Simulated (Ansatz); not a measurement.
# How thick a slab does the work function of Nb need?

Slabs of Nb from 1 to 13 layers are run on 3 faces. From which thickness on does the work function stay within 0.05 eV of the thickest slab's, and does that depend on the face?

Set-up. Ansatz 0.2.0, plane waves with PAW datasets (its set soft_2), PBE; symmetric slabs at bulk places and the tabulated experimental lattice constant, 18 Å of vacuum, one k-mesh a face (spacing 0.16 Å⁻¹, 2π included), Fermi-Dirac smearing of 0.1 eV.

What came out:

```
layers  Nb(100) (eV)  Nb(110) (eV)  Nb(111) (eV)
     1         4.258         4.626         4.148
     2         3.883         4.503         3.737
     3         3.659         4.563         3.487
     4         3.723         4.533         3.537
     5         3.725         4.545         3.436
     6         3.725         4.542         3.410
     7         3.723         4.542             -
     8         3.735         4.542         3.403
    10         3.734         4.541         3.432
    11             -             -         3.412
    13         3.735         4.541         3.411
```

**Answer.** Within 0.05 eV of the 13-layer value: Nb(100) from 4 layers on, Nb(110) from 2 layers on and Nb(111) from 5 layers on. In length between the outer atoms these thicknesses are 4.9 Å, 2.3 Å and 3.8 Å; the faces differ a good deal. From four layers on the values span 0.012 to 0.134 eV, most on Nb(111). Thirteen layers cost about 7 to 10 times the CPU time of four.

**Limits.** The 13-layer slab is the reference and is itself not proved converged. Thicknesses missing from the table have no sound run at this vacuum, and where values alternate they could fall outside the band. The smearing damps swings with thickness. The slabs are unrelaxed and unreconstructed, and the CPU ratio is rough.

[Logs are printed without paths, hosts, clocks, repeated set-up lines and the standing remarks that a program may print on its own settings, such as how far it seeks lower states.]
